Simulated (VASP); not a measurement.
Set up this calculation in VASP 6.6.1, as the native input.

```yaml
Task: single point
Functional: PBE0(alpha)
Potentials_or_basis: VASP PAW PBE potentials, release 64 (N, B)
Cutoff: 520 eV
k_mesh: 7 × 7 × 7
Occupations: fermi-dirac, width 0.05 eV
Spin: no spin polarisation
Share_of_exact_exchange: 0.4
Grid_for_exact_exchange_PRECFOCK: Fast
Exchange_at_q_=_0: truncated
Further_INCAR_settings: ALGO = Normal; EDIFF = 1e-07
```

BN:

```xyz
2
Lattice="0.0000 1.8130 1.8130 1.8130 0.0000 1.8130 1.8130 1.8130 0.0000" Properties=species:S:1:pos:R:3 pbc="T T T"
N     0.9065    0.9065    0.9065
B     0.0000    0.0000    0.0000
```

The cell is a database's computed one.

One way to write it, as run:

POSCAR

```
BN
1.0
    0.0000000000      1.8130010000      1.8130010000
    1.8130010000      0.0000000000      1.8130010000
    1.8130010000      1.8130010000      0.0000000000
N B
1 1
Direct
    0.2500000000      0.2500000000      0.2500000000
    0.0000000000      0.0000000000      0.0000000000
```

INCAR.step1

```
  PREC = Accurate
  ENCUT = 520
  EDIFF = 1E-5
  ISMEAR = -1
  SIGMA = 0.05
  LREAL = False
  LASPH = True
  NELM = 80
  ALGO = Normal
  ISIF = 2
  LWAVE = True
  LCHARG = False
  GGA = PE
```

INCAR.step2

```
  PREC = Accurate
  ENCUT = 520
  EDIFF = 1E-7
  ISMEAR = -1
  SIGMA = 0.05
  LREAL = False
  LASPH = True
  NELM = 80
  ALGO = Normal
  ISIF = 2
  LWAVE = False
  LCHARG = False
  GGA = PE
  LHFCALC = True
  AEXX = 0.4
  PRECFOCK = Fast
  HFRCUT = -1
  ISTART = 1
```

KPOINTS

```
regular mesh
0
Gamma
  7 7 7
```

Potentials or basis: VASP PAW PBE potentials, release 64 (N, B).

Command:

```bash
$ cat potpaw_PBE.64/N/POTCAR potpaw_PBE.64/B/POTCAR > POTCAR
$ cp INCAR.step1 INCAR
$ mpirun -np 1 vasp_std > vasp.out
$ cp INCAR.step2 INCAR
$ mpirun -np 1 vasp_std > vasp.out
```

Results of the run:

```json
{
 "Pressure": "-14.1 GPa",
 "Band gap on the k mesh": "8.09 eV, indirect (least direct gap 12.80 eV)"
}
```

Caveat: the k mesh is coarse (spacing up to 0.43 Å⁻¹), so the values aren't converged, least of all with exact exchange; the PAW data sets were made with another functional, which shifts forces and pressure a little; an odd mesh through Γ misses points on the zone boundary, where band edges often lie.

It took 120 s on 1 thread of AMD EPYC 9R45 (Zen 5), with other jobs on the host, peak memory 0.09 GiB.
